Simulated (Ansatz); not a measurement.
# ZnSiP2: the cost of one run

Method: DFT, plane waves, PAW, no spin polarisation, in Ansatz 0.2.0.

## Step 1: Starting point

The cell holds 8 atoms (P4Si2Zn2): a = 6.469 Å, b = 6.469 Å, c = 6.469 Å, α = 130.89°, β = 130.89°, γ = 71.98°.

Structure file:

```cif
data_structure
_symmetry_space_group_name_H-M 'P 1'
_symmetry_Int_Tables_number 1
_cell_length_a 6.4690
_cell_length_b 6.4690
_cell_length_c 6.4690
_cell_angle_alpha 130.892
_cell_angle_beta 130.892
_cell_angle_gamma 71.984
_cell_volume 151.29
loop_
_atom_site_label
_atom_site_type_symbol
_atom_site_fract_x
_atom_site_fract_y
_atom_site_fract_z
_atom_site_occupancy
Zn1 Zn 0.00000 0.00000 0.00000 1
Zn2 Zn 0.75000 0.25000 0.50000 1
Si1 Si 0.50000 0.50000 0.00000 1
Si2 Si 0.25000 0.75000 0.50000 1
P1 P 0.37500 0.39188 0.51688 1
P2 P 0.87500 0.85812 0.48312 1
P3 P 0.60812 0.12500 0.98312 1
P4 P 0.14188 0.62500 0.01688 1
```

## Step 2: Run 1: r2SCAN

The input, input.yaml:

```yaml
crystal:
  lattice:
    - [-2.6881834136, 2.6881834136, 5.2340656956]
    - [2.6881834136, -2.6881834136, 5.2340656956]
    - [2.6881834136, 2.6881834136, -5.2340656956]
  atoms:
    - { symbol: Zn, position: [0.0, 0.0, 0.0] }
    - { symbol: Zn, position: [0.75, 0.25, 0.5] }
    - { symbol: Si, position: [0.5, 0.5, 0.0] }
    - { symbol: Si, position: [0.25, 0.75, 0.5] }
    - { symbol: P, position: [0.375, 0.391875937, 0.516875937] }
    - { symbol: P, position: [0.875, 0.858124063, 0.483124063] }
    - { symbol: P, position: [0.608124063, 0.125, 0.983124063] }
    - { symbol: P, position: [0.141875937, 0.625, 0.016875937] }
kpoints:
  mp_grid: { grid: [4, 4, 4] }
hamiltonian:
  xc: r2scan
scf:
  occupations: { method: fermi_dirac, width: 0.086 }
md:
  ensemble: nvt_langevin
  temperature: 1000
  timestep: 1.5
  n_steps: 20
  initial_velocities: maxwell_boltzmann
  seed: 2046
```

On the command line:

```bash
> ansatz run input.yaml --threads 4 --pin off --max-ram 4608MiB --backend cpu --events-out ev --progress --plain --runs-dir out
```

What time and memory should one allow on 4 threads of Arm Neoverse N1, shared host?

About 5.5 min, with a peak of 1.2 GiB.
